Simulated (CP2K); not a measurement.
## ZnAu under changes of volume

One of the cells (15.583 Å³/atom); the others are scaled copies at fixed shape and fractional positions:

```
Au Zn
1.0
     3.14700    0.00000    0.00000
     0.00000    3.14700    0.00000
     0.00000    0.00000    3.14700
Au Zn
1 1
Cartesian
  0.0000 0.0000 0.0000
  1.5735 1.5735 1.5735
```

| Property | Result |
| --- | --- |
| Program | CP2K 2026.2 |
| Functional | LDA |
| Potentials or basis | GTH_POTENTIALS Au GTH-PADE-q11, Zn GTH-PADE-q12; TZVP-MOLOPT-PBE-GTH basis |
| Density cutoff | 6803 eV |
| k mesh | 8 × 8 × 8 |
| Occupations | fermi-dirac, width 0.1 eV |
| Spin | no spin polarisation |

```csv
volume (Å³/atom),energy over the lowest point (meV/atom),pressure (GPa)
14.648,6.60,5.2
14.960,0.00,1.5
15.272,0.03,-1.7
15.583,5.89,-4.4
15.895,16.81,-6.9
16.207,?,?
16.518,51.43,-10.9
```

Question: What does the run at 16.207 Å³/atom give?

Answer: Energy over the lowest point 32.19 meV/atom; pressure -9.0 GPa.

Worked out: A Birch-Murnaghan fit of order 3 (a polynomial in V^(-2/3)) to the other rows has its minimum at 15.11 Å³/atom with B0 = V·E''(V) = 155 GPa and B' = 5.4. It gives 32.21 meV/atom at 16.207 Å³/atom, against the run's 32.19, and -dE/dV = -8.9 GPa, against -9.0.

Energies are extrapolated to zero smearing.

Caveats: with these potentials and basis sets, volumes of gold and of layered tellurides can stand 1.5 % and more from those of plane-wave programs; the basis of atomic orbitals isn't converged, which shifts pressures, moduli and gaps.
